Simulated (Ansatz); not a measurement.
Wanted: the native input for an Ansatz 0.2.0 run.

- Task: single point
- Functional: PBE
- Potentials or basis: all-electron LAPW, scalar-relativistic
- Cutoff: 406 eV (chosen from the basis error)
- Basis error allowed: 0.002 eV/atom
- k mesh: 10 × 10 × 5
- Occupations: gaussian, width 0.016 eV
- Spin: no spin polarisation

The system is CuO (Tenorite).

```
CELL_PARAMETERS angstrom
2.34185 -1.71130 0.00000
2.34185 1.71130 0.00000
-0.85003 0.00000 5.05787
ATOMIC_POSITIONS crystal
Cu 0.50000 0.00000 0.50000
Cu 0.00000 0.50000 0.00000
O 0.41840 0.58160 0.75000
O 0.58160 0.41840 0.25000
```

These files were run (other wordings do the same):

input.yaml

```yaml
crystal:
  lattice:
    - [2.34185, -1.7113, 0.0]
    - [2.34185, 1.7113, 0.0]
    - [-0.8500274268, 0.0, 5.0578693947]
  atoms:
    - { symbol: Cu, position: [0.5, 0.0, 0.5] }
    - { symbol: Cu, position: [0.0, 0.5, 0.0] }
    - { symbol: O, position: [0.4184, 0.5816, 0.75] }
    - { symbol: O, position: [0.5816, 0.4184, 0.25] }
kpoints:
  mp_grid: { grid: [10, 10, 5] }
scf:
  occupations: { method: gaussian, width: 0.016 }
hamiltonian:
  xc: pbe
  pseudopotentials: { kind: all_electron, lapw: { basis_error: 0.002 } }
output:
  forces: true
  stress: true
  eigenvalues: true
```

Potentials or basis: all-electron LAPW, scalar-relativistic.

Launch:

```console
$ ansatz run input.yaml --threads 2 --pin off --max-ram 6144MiB --backend cpu --events-out ev --progress --plain --runs-dir out
```

Results of the run:

| Quantity | Value |
| --- | --- |
| Pressure | 5.7 GPa |
| Largest force | 0.259 eV/Å |
| Band gap on the k mesh | none (metal or under the smearing width) |

Caveat: the run has no spin polarisation, though such a crystal can be magnetic; semilocal functionals often make such compounds metallic where correlation or magnetic order opens a gap, which also shifts bond lengths.

It took 43 s on 2 threads of Intel(R) Xeon(R) Processor @ 2.70GHz (shared host), peak memory 0.85 GiB.
